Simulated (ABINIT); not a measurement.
Ni:

```
CELL_PARAMETERS angstrom
0.00000 1.73757 1.73757
1.73757 0.00000 1.73757
1.73757 1.73757 0.00000
ATOMIC_POSITIONS crystal
Ni 0.00000 0.00000 0.00000
```

Base run:

| Item | Value |
| --- | --- |
| Program | ABINIT 10.8.3 (patched build) |
| Functional | PBE |
| Potentials or basis | JTH PAW PBE v2.0 |
| Cutoff | 1116 eV |
| k mesh | 13 × 13 × 13 |
| Occupations | fermi-dirac, width 0.05 eV |
| Spin | collinear spin, ferromagnetic start |
| Starting moments | [1.0] μB |

Its results: band gap on the k mesh none (metal or under the smearing width); pressure 8.8 GPa; net moment 0.63 μB per cell; site moments Ni +0.67 μB.

Q: The run is repeated on the same cell with these changes: functional from PBE to PBEsol; potentials or basis from JTH PAW PBE v2.0 to PseudoDojo NC SR PBEsol v0.4.1 standard; cutoff from 1116 eV to 1333 eV. What comes out?

A: Band gap on the k mesh none (metal or under the smearing width); pressure -2.4 GPa; net moment 0.63 μB per cell; site moments Ni +0.67 μB.

Not every run made on this cell is shown here.
